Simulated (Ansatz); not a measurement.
# Y on Pt(111): change of the work function, part 4 of 4

How does one ordered layer of Y (fcc site) change the work function of Pt(111), and what dipole does each adsorbate carry?

Ansatz 0.2.0; plane-wave DFT, PBE-D3(BJ), Ansatz PAW.

So far, work function, upper face (eV): step 2 (the clean slab) 5.68; step 3 (the covered slab) 2.21; step 5 (the slab at 0.25 ML, atoms frozen) 2.21; step 6 (the substrate of the 0.25 ML cell alone) 5.72; step 7 (the adsorbate layer of the 0.25 ML cell alone) 3.18.

## (9) A changed input

This step: plane-wave DFT, PBE-D3(BJ), Ansatz PAW (Ansatz 0.2.0).

System of this step: YPt16 (Y/Pt(111)). The cell holds 17 atoms: 16 Pt and 1 Y. Its edges and angles: a = 5.544 Å, b = 5.544 Å, c = 27.854 Å, α = 90.0°, β = 90.0°, γ = 60.0°. Vacuum lies along c.

A run with a changed input: it repeats the earlier run at 0.25 ML with scf.eigensolver.kind to davidson and basis.precision to f64; its output block differs too.

Contents of input.yaml:

```yaml
crystal:
  lattice:
    - [5.5437171645, 1.0e-10, 0.0]
    - [2.7718585822, 4.8009998959, 0.0]
    - [0.0, 0.0, 27.8544509311]
  atoms:
    - { symbol: Pt, position: [0.0, 0.0, 0.3231081461] }
    - { symbol: Pt, position: [0.1666666667, 0.1666666667, 0.4043595432] }
    - { symbol: Pt, position: [0.3333333333, 0.3333333333, 0.4855585412] }
    - { symbol: Pt, position: [0.0, 0.0, 0.5682605419] }
    - { symbol: Pt, position: [0.0, 0.5, 0.3231081461] }
    - { symbol: Pt, position: [0.1666666667, 0.6666666667, 0.4043595432] }
    - { symbol: Pt, position: [0.3333333333, 0.8333333333, 0.4855585412] }
    - { symbol: Pt, position: [0.0, 0.5, 0.5682605419] }
    - { symbol: Pt, position: [0.5, 0.0, 0.3231081461] }
    - { symbol: Pt, position: [0.6666666667, 0.1666666667, 0.4043595432] }
    - { symbol: Pt, position: [0.8333333333, 0.3333333333, 0.4855585412] }
    - { symbol: Pt, position: [0.5, 0.0, 0.5682605419] }
    - { symbol: Pt, position: [0.5, 0.5, 0.3231081461] }
    - { symbol: Pt, position: [0.6666666667, 0.6666666667, 0.4043595432] }
    - { symbol: Pt, position: [0.8333333333, 0.8333333333, 0.4855585412] }
    - { symbol: Pt, position: [0.5, 0.5, 0.5682605419] }
    - { symbol: "Y", position: [0.1666666667, 0.1666666667, 0.6768918539] }
kpoints:
  mp_grid: { grid: [6, 6, 1] }
hamiltonian:
  xc: pbe
  dispersion: d3bj
scf:
  occupations: { method: fermi_dirac, width: 0.1 }
  convergence: { dr2_threshold: 1.0e-08 }
  eigensolver: { kind: davidson }
efield:
  axis: 3
  dipole_correction: true
  ramp_position: 0.97
  ramp_width: 0.06
relax:
  f_tol: 0.02
  max_steps: 60
  constraints: [{ sites: [0, 1, 4, 5, 8, 9, 12, 13] }]
output:
  bader: true
  dos: { projected: true, e_range: [-8, 4] }
  write_potential: true
  write_density: true
  volumetric_format: npy
basis:
  precision: f64
```

Command:

```console
> ansatz run input.yaml --threads 4 --pin off --max-ram 6144MiB --backend cpu --events-out ev --progress --plain --runs-dir out
```

Numbers of over 12 decimals in the logs are rounded to 6 here.

The log of the run:

```text
[...]
Crystal: 17 atoms, lattice volume = 741.357 Å³
Basis set: ecut = 420 eV, 14505 PW (Γ), exchange–correlation on 80×80×384 points (8 copies of the dense FFT grid, shifted against one another)
Bands: 180, of which v1, the nominal top of the filled ones, is band 150 counted from 1 (149 counted from 0)
Symmetry: 6 space group operations
[...]
k-points: 7 of 36 (time reversal used)
[...]
SCF iter   1: F=—  HF=-204222.121042 eV  |F-HF|=—  |Δ(HF+E_count)|=         —  Δρ=6.42e-3  dr2=3.17e0  ethr=1.77e-3  p=0.319 e·Å  D=7.79e-2 V/Å  ΔV_dip=-2.17 eV  dr2_dipole=2.19e-2  V_vac-E_F(+/−)=3.03/5.20 eV  ⟨swp⟩=14.4  Hψ=5476  notcnv=0
[...]
SCF iter  12: F=-204222.070649 eV  HF=-204222.070649 eV  |F-HF|=4.19e-9  |Δ(HF+E_count)|=   1.34e-8  Δρ=3.08e-7  dr2=1.29e-9  ethr=8.59e-12 (applied; sched 6.74e-12)  p=0.349 e·Å  D=8.52e-2 V/Å  ΔV_dip=-2.37 eV  dr2_dipole=2.91e-12  V_vac-E_F(+/−)=3.28/5.65 eV  ⟨swp⟩=3.1  Hψ=2846  notcnv=0  defer=1
SCF 1 converged in 12 iterations: F = -204222.070649 eV  dr2 = 1.29e-9
  Residual-converged pass: ⟨swp⟩=7.0  Hψ=5789  notcnv=0  max |occ|·‖R‖ = 9.2e-9 eV (tolerance 1.0e-8 eV)  dr2=1.33e-9  dr2_onsite=2.13e-11  max |Δocc| = 1.8e-8
[...]
relax step   1: F+E_penalty+E_count = -204222.07064885 eV  Δ(F+E_penalty+E_count) = +0.000e0 eV  max|allowed force component| = 3.281e0 eV/Å  Δτ_max = 0.0000 Å  (12 SCF iters, accepted)
[...]
SCF iter  11: F=-204222.706610 eV  HF=-204222.706610 eV  |F-HF|=1.11e-8  |Δ(HF+E_count)|=   3.57e-8  Δρ=5.58e-7  dr2=4.56e-9  ethr=8.65e-12 (applied; sched 6.15e-12)  p=0.367 e·Å  D=8.97e-2 V/Å  ΔV_dip=-2.50 eV  dr2_dipole=9.81e-11  V_vac-E_F(+/−)=3.16/5.66 eV  ⟨swp⟩=4.0  Hψ=2819  notcnv=0
[...]
SCF 2 converged in 11 iterations: F = -204222.706610 eV  dr2 = 4.56e-9
[...]
relax step   2: F+E_penalty+E_count = -204222.70660957 eV  Δ(F+E_penalty+E_count) = -6.360e-1 eV  max|allowed force component| = 2.675e0 eV/Å  Δτ_max = 0.1949 Å  (11 SCF iters, accepted)
SCF iter   1: F=—  HF=-204223.493112 eV  |F-HF|=—  |Δ(HF+E_count)|=         —  Δρ=3.66e-3  dr2=1.67e-1  ethr=5.14e-4  p=0.367 e·Å  D=8.97e-2 V/Å  ΔV_dip=-2.50 eV  dr2_dipole=5.32e-4  V_vac-E_F(+/−)=3.18/5.67 eV  ⟨swp⟩=5.9  Hψ=3260  notcnv=0  defer=1
[...]
SCF iter  12: F=-204223.465400 eV  HF=-204223.465400 eV  |F-HF|=1.92e-9  |Δ(HF+E_count)|=   1.92e-8  Δρ=3.45e-7  dr2=3.16e-9  ethr=7.25e-12 (applied; sched 4.61e-12)  p=0.398 e·Å  D=9.72e-2 V/Å  ΔV_dip=-2.71 eV  dr2_dipole=3.66e-10  V_vac-E_F(+/−)=2.97/5.67 eV  ⟨swp⟩=3.4  Hψ=2426  notcnv=0
SCF 3 converged in 12 iterations: F = -204223.465400 eV  dr2 = 3.16e-9
[...]
relax step   3: F+E_penalty+E_count = -204223.46540005 eV  Δ(F+E_penalty+E_count) = -7.588e-1 eV  max|allowed force component| = 3.441e0 eV/Å  Δτ_max = 0.1950 Å  (12 SCF iters, accepted)
[...]
relax step   4: F+E_penalty+E_count = -204224.15868356 eV  Δ(F+E_penalty+E_count) = -6.933e-1 eV  max|allowed force component| = 2.518e0 eV/Å  Δτ_max = 0.1950 Å  (13 SCF iters, accepted)
[...]
relax step   5: F+E_penalty+E_count = -204224.51292240 eV  Δ(F+E_penalty+E_count) = -3.542e-1 eV  max|allowed force component| = 5.030e-1 eV/Å  Δτ_max = 0.1950 Å  (12 SCF iters, accepted)
[...]
relax step   6: F+E_penalty+E_count = -204224.55082689 eV  Δ(F+E_penalty+E_count) = -3.790e-2 eV  max|allowed force component| = 2.207e-1 eV/Å  Δτ_max = 0.1936 Å  (12 SCF iters, accepted)
[...]
relax step   7: F+E_penalty+E_count = -204224.57869710 eV  Δ(F+E_penalty+E_count) = -2.787e-2 eV  max|allowed force component| = 5.316e-2 eV/Å  Δτ_max = 0.0596 Å  (11 SCF iters, accepted)
SCF iter   1: F=—  HF=-204224.579753 eV  |F-HF|=—  |Δ(HF+E_count)|=         —  Δρ=5.90e-4  dr2=2.22e-3  ethr=9.74e-6  p=0.509 e·Å  D=1.24e-1 V/Å  ΔV_dip=-3.46 eV  dr2_dipole=2.76e-4  V_vac-E_F(+/−)=2.21/5.68 eV  ⟨swp⟩=3.1  Hψ=2976  notcnv=0
[...]
SCF iter   9: F=-204224.579435 eV  HF=-204224.579435 eV  |F-HF|=7.39e-9  |Δ(HF+E_count)|=   2.10e-8  Δρ=5.25e-7  dr2=4.01e-9  ethr=7.47e-12  p=0.509 e·Å  D=1.24e-1 V/Å  ΔV_dip=-3.46 eV  dr2_dipole=2.95e-12  V_vac-E_F(+/−)=2.21/5.68 eV  ⟨swp⟩=3.9  Hψ=2448  notcnv=0
SCF 8 converged in 9 iterations: F = -204224.579435 eV  dr2 = 4.01e-9
[...]
relax step   8: F+E_penalty+E_count = -204224.57943458 eV  Δ(F+E_penalty+E_count) = -7.375e-4 eV  max|allowed force component| = 1.611e-2 eV/Å  Δτ_max = 0.0179 Å  (9 SCF iters, accepted)
[...]
the search or the solves at the SCF's close seem to have found levels that the self-consistency loop had missed (the run counts 1). By its estimate they hold under 1e-12 electrons; where the run keeps them, the occupations were computed again with them
[...]
SCF converged after 9 iterations
Free energy (F): -204224.579435 eV
[...]
Internal energy: -204223.779211 eV  (E = F + TS)
E sigma→0 (E₀):  -204224.179323 eV
Entropy (-TS):   -0.800223 eV (-47.072 meV/atom)
Fermi energy:    5.599665 eV
Dipole field:    D = 0.124292 V/Å  (p = 0.509222 e·Å, saw-weighted, corrected)
Work function:   Φ+ = 2.2134 eV   Φ− = 5.6755 eV
[...]
--- Forces (eV/Å), atoms counted from 1 ---
  atom   1  Pt     0.00145327     0.00083904    -0.31873083
  atom   2  Pt    -0.00000000    -0.00000000     0.45323829
  atom   3  Pt     0.00203764     0.00117643    -0.00006965
  atom   4  Pt    -0.00545949    -0.00315204    -0.00777665
  atom   5  Pt     0.00000000    -0.00167809    -0.31873083
  atom   6  Pt     0.09244296    -0.05337197     0.25422461
  atom   7  Pt     0.00000000    -0.00235287    -0.00006965
  atom   8  Pt    -0.00000000     0.00630408    -0.00777665
  atom   9  Pt    -0.00145327     0.00083904    -0.31873083
  atom  10  Pt    -0.00000000     0.10674393     0.25422461
  atom  11  Pt    -0.00203764     0.00117643    -0.00006965
  atom  12  Pt     0.00545949    -0.00315204    -0.00777665
  atom  13  Pt     0.00000000     0.00000000    -0.26471743
  atom  14  Pt    -0.09244296    -0.05337197     0.25422461
  atom  15  Pt     0.00000000    -0.00000000     0.00054911
  atom  16  Pt    -0.00000000     0.00000000     0.01185746
  atom  17  Y     -0.00000000     0.00000000     0.01610838
  max |Σ_I F_I| component: 2.17e-5 eV/Å
--- Band table (eV; the first three rows and the last of 7) ---
  k-point 0: bands = [... 146 lower, 5.9222, 5.9671, 5.9671, 5.9962, 6.0636, 6.1855, 6.1855, 6.2001, ... 26 higher]
  k-point 1: bands = [... 146 lower, 5.6050, 5.6397, 5.6773, 5.7393, 5.8510, 5.8733, 5.9128, 6.1001, ... 26 higher]
  k-point 2: bands = [... 146 lower, 5.1708, 5.4624, 5.5031, 5.5531, 5.6197, 5.7934, 5.8669, 5.9190, ... 26 higher]
  k-point 6: bands = [... 146 lower, 5.1673, 5.1736, 5.1963, 5.2355, 5.2590, 5.3145, 5.3223, 5.3758, ... 26 higher]
--- Relaxed structure (8 steps of the walk, 8 accepted, 0 SCFs on fresh bases) ---
  F+E_penalty+E_count = -204224.57943458 eV   max|allowed force component| = 1.611e-2 eV/Å
  atoms:
    - { symbol: Pt, position: [-1.795949010449182e-17, -1.795949010449182e-17, 0.323108] }
    - { symbol: Pt, position: [0.166667, 0.166667, 0.404360] }
    - { symbol: Pt, position: [0.333970, 0.333970, 0.486902] }
    - { symbol: Pt, position: [-0.00428833, -0.00428833, 0.570741] }
    - { symbol: Pt, position: [5.551115123125783e-17, 0.5, 0.323108] }
    - { symbol: Pt, position: [0.166667, 0.666667, 0.404360] }
    - { symbol: Pt, position: [0.333970, 0.832059, 0.486902] }
    - { symbol: Pt, position: [-0.00428833, 0.508577, 0.570741] }
    - { symbol: Pt, position: [0.5, -1.7959490104895715e-17, 0.323108] }
    - { symbol: Pt, position: [0.666667, 0.166667, 0.404360] }
    - { symbol: Pt, position: [0.832059, 0.333970, 0.486902] }
    - { symbol: Pt, position: [0.508577, -0.00428833, 0.570741] }
    - { symbol: Pt, position: [0.500000, 0.5, 0.323108] }
    - { symbol: Pt, position: [0.666667, 0.666667, 0.404360] }
    - { symbol: Pt, position: [0.833333, 0.833333, 0.484787] }
    - { symbol: Pt, position: [0.500000, 0.5, 0.574209] }
    - { symbol: Y, position: [0.166667, 0.166667, 0.644238] }
--- Bader charges: 17 sites ---
  site symbol  charge [e]  shift [e]
     0     Pt     -0.0435     0.0000
     1     Pt      0.0512     0.0000
     2     Pt      0.0060     0.0000
     3     Pt     -0.3695     0.0000
     4     Pt     -0.0435     0.0000
     5     Pt      0.0495     0.0000
     6     Pt      0.0060     0.0000
     7     Pt     -0.3695     0.0000
     8     Pt     -0.0436     0.0000
     9     Pt      0.0495     0.0000
    10     Pt      0.0060     0.0000
    11     Pt     -0.3695     0.0000
    12     Pt     -0.0406     0.0000
    13     Pt      0.0495     0.0000
    14     Pt     -0.0319     0.0000
    15     Pt     -0.2554     0.0000
    16      Y      1.3495     0.0001
  estimated error of the sums over rays = 4.2e-4 e
```

Elapsed: 10 min, on 4 threads of Arm Neoverse V1, shared host; peak memory 3.1 GiB.

Step by step:

```tsv
step	energy less that of the first step (eV)	largest force component (eV/Å)
1	0.0000	3.2811
2	-0.6360	2.6755
3	-1.3948	3.4414
4	-2.0880	2.5175
5	-2.4423	0.5030
6	-2.4802	0.2207
7	-2.5080	0.0532
8	-2.5088	0.0161
```

Forces are held to the 6 operations that the run works with; a distortion that breaks them can't arise in this run.

The atoms that moved most (Å):

```tsv
atom	dx	dy	dz	length
Y17	0.000	0.000	-0.910	0.910
Pt16	0.000	0.000	0.166	0.166
Pt4	-0.036	-0.021	0.069	0.080
Pt8	0.000	0.041	0.069	0.080
Pt12	0.036	-0.021	0.069	0.080
Pt3	0.005	0.003	0.037	0.038
Pt7	0.000	-0.006	0.037	0.038
Pt11	-0.005	0.003	0.037	0.038
```

The relaxed structure:

```cif
data_structure
_symmetry_space_group_name_H-M 'P 1'
_symmetry_Int_Tables_number 1
_cell_length_a 5.5437
_cell_length_b 5.5437
_cell_length_c 27.8545
_cell_angle_alpha 90.000
_cell_angle_beta 90.000
_cell_angle_gamma 60.000
_cell_volume 741.36
loop_
_atom_site_label
_atom_site_type_symbol
_atom_site_fract_x
_atom_site_fract_y
_atom_site_fract_z
_atom_site_occupancy
Pt1 Pt 0.00000 0.00000 0.32311 1
Pt2 Pt 0.16667 0.16667 0.40436 1
Pt3 Pt 0.33397 0.33397 0.48690 1
Pt4 Pt 0.99571 0.99571 0.57074 1
Pt5 Pt 0.00000 0.50000 0.32311 1
Pt6 Pt 0.16667 0.66667 0.40436 1
Pt7 Pt 0.33397 0.83206 0.48690 1
Pt8 Pt 0.99571 0.50858 0.57074 1
Pt9 Pt 0.50000 0.00000 0.32311 1
Pt10 Pt 0.66667 0.16667 0.40436 1
Pt11 Pt 0.83206 0.33397 0.48690 1
Pt12 Pt 0.50858 0.99571 0.57074 1
Pt13 Pt 0.50000 0.50000 0.32311 1
Pt14 Pt 0.66667 0.66667 0.40436 1
Pt15 Pt 0.83333 0.83333 0.48479 1
Pt16 Pt 0.50000 0.50000 0.57421 1
Y17 Y 0.16667 0.16667 0.64424 1
```

This step gave:

```
energy at zero smearing        : -204224.1793 eV
work function, upper face      : 2.213 eV
work function, lower face      : 5.676 eV
dipole along the normal        : 0.5092 e·Å
step between the vacuum levels : -3.462 eV
```

The density of states has structure finer than the step of the table below, so its rows give means over 0.25 eV, whole bins alone (the curve runs from -8 to 1.98 eV). Peaks (eV: height): -3.850: 45.3, -3.460: 51.4, -3.220: 43.1, -3.100: 54.4, -2.950: 56.2, -2.410: 46.2, 1.260: 42.8.

Table of density of states by energy, zero at the Fermi level; means over each step:

```tsv
energy (eV)	density of states (states/eV a cell)
-7.75	1.83
-7.50	2.64
-7.25	2.35
-7.00	5.48
-6.75	6.79
-6.50	14.3
-6.25	13.0
-6.00	22.3
-5.75	23.5
-5.50	20.2
-5.25	14.6
-5.00	17.0
-4.75	17.0
-4.50	20.8
-4.25	23.7
-4.00	24.3
-3.75	30.6
-3.50	34.2
-3.25	33.7
-3.00	37.4
-2.75	23.8
-2.50	21.0
-2.25	23.6
-2.00	21.5
-1.75	25.9
-1.50	25.9
-1.25	27.1
-1.00	22.1
-0.75	20.8
-0.50	24.8
-0.25	30.3
0.00	26.3
0.25	18.3
0.50	11.9
0.75	6.63
1.00	6.18
1.25	10.4
1.50	9.53
1.75	10.8
```

Projected DOS per atom over height of the atomic layer and energy from the Fermi level. Layers: Pt4 Pt4 Pt4 Pt4 Y from below.

Ten even steps from '_' (0.03 states/eV) to '@' (3.77 states/eV), each cell a mean:
```
______..@@
________##
________--
::..::..--
==++==::..
====--::..
--------..
++--====..
==::----..
------==::
++::--==..
**++==++..
======**..
::--====__
::------__
::::::--__
::==--::__
::==----__
..--::..__
__....____
__________
__________
```
Columns: height of the atomic layer (Å) from 9 to 17.9 (not evenly spaced); rows upwards: energy from the Fermi level (eV) from -7.96 to 1.95.

```tsv
quantity	this run	earlier run	difference
work function, upper face (eV)	2.213	2.213	2.3e-5
work function, lower face (eV)	5.676	5.676	-2.7e-5
dipole along the normal (e·Å)	0.5092	0.5092	-7.2e-6
```

Nothing in the table moves by 0.01 in its unit (for the dipole 0.5 % and 5e-5 e·Å). The run took 92 SCF cycles against 93.

## (10) A changed input

System of this step: Pt(111). The cell holds 4 atoms: 4 Pt. Its edges and angles: a = 2.772 Å, b = 2.772 Å, c = 24.790 Å, α = 90.0°, β = 90.0°, γ = 60.0°. Vacuum lies along c.

An input spoilt on purpose, to show how the run answers: it repeats the earlier run at 0 ML with kpoints.mp_grid.grid from [12, 12, 1] to [0, 12, 1], and scf.max_iter set to 100.

Contents of input.yaml:

```yaml
crystal:
  lattice:
    - [2.7718585823, 0.0, 0.0]
    - [1.3859292911, 2.4004999479, 0.0]
    - [0.0, 0.0, 24.7896391657]
  atoms:
    - { symbol: Pt, position: [0.0, 0.0, 0.3630549013] }
    - { symbol: Pt, position: [0.3333333333, 0.3333333333, 0.4543516338] }
    - { symbol: Pt, position: [0.6666666667, 0.6666666667, 0.5456483662] }
    - { symbol: Pt, position: [0.0, 0.0, 0.6369450987] }
kpoints:
  mp_grid: { grid: [0, 12, 1] }
hamiltonian:
  xc: pbe
  dispersion: d3bj
scf:
  occupations: { method: fermi_dirac, width: 0.1 }
  convergence: { dr2_threshold: 1.0e-08 }
  max_iter: 100
efield:
  axis: 3
  dipole_correction: true
  ramp_position: 0.97
  ramp_width: 0.06
relax:
  f_tol: 0.02
  max_steps: 60
  constraints: [{ sites: [0, 1] }]
output:
  write_potential: true
  write_density: true
  volumetric_format: npy
```

The log of the run:

```text
Error: invalid value for `kpoints.mp_grid.grid`: each dimension must be in 1..=255
```

Run time: 0.05 s. Hardware: 4 threads; peak memory 0.07 GiB.

The program refused the input before any cycle.

The program's message: “Error: invalid value for `kpoints.mp_grid.grid`: each dimension must be in 1..=255”

The fault put into the input: a zero in the mesh.

## (11) Outcome

| Property | Result |
| --- | --- |
| work function of the clean face | 5.68 eV |
| work function at 0.25 ML | 2.21 eV |
| dipole per adsorbate at 0.25 ML, positive end outwards | 2.46 D |
| step of the potential from the moved charge at 0.25 ML, upper less lower side, atoms held | -3.51 eV |

Y lowers the work function of Pt(111) at the lowest coverage, by 3.46 eV: the adsorbate layer has its positive end outwards. One coverage alone was completed, so no trend follows. The slab has 4 layers, at the tabulated experimental lattice constant, one starting site was run, and quantum-size effects of a slab this thin can reach one or two tenths of an eV. The main runs have no spin polarisation; a magnetic state could lie lower and would change these results.

[Logs are printed without paths, hosts, clocks, repeated set-up lines and the standing remarks that a program may print on its own settings, such as how far it seeks lower states.]

[Hosts, paths, dates, database ids (printed as entryN), source tags and the programs' standing remarks are cut or masked in the printed files.]

[Maps of the electrostatic potential energy from Ansatz leave out the sawtooth potential of an applied field or a dipole correction, so their vacuum need not be flat; planar profiles and work functions include it.]
